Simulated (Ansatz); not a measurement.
CsCl (CsCl type, Pm-3m), r²SCAN in the plane-wave PAW code Ansatz: ε∞ = 2.70, cell volume 70.97 Å³. Infrared-active transverse modes:

```tsv
ω_TO (cm⁻¹)	oscillator strength S_xx (e²/amu)
94.6	0.06099
```

**Question.** Compute the static dielectric constant.

**Answer.** Each mode adds (4.921e7/V) S/ω²: 4.72. So ε0 = 7.43.

**Question.** What LO frequency does the Lyddane–Sachs–Teller relation give?

**Answer.** ω_LO = ω_TO √(ε0/ε∞) = 157 cm⁻¹.

Symmetry was held in the r²SCAN relaxation. Spin–orbit coupling is left out wherever it is not named.

Potentials: the earlier of the program's two PAW sets.
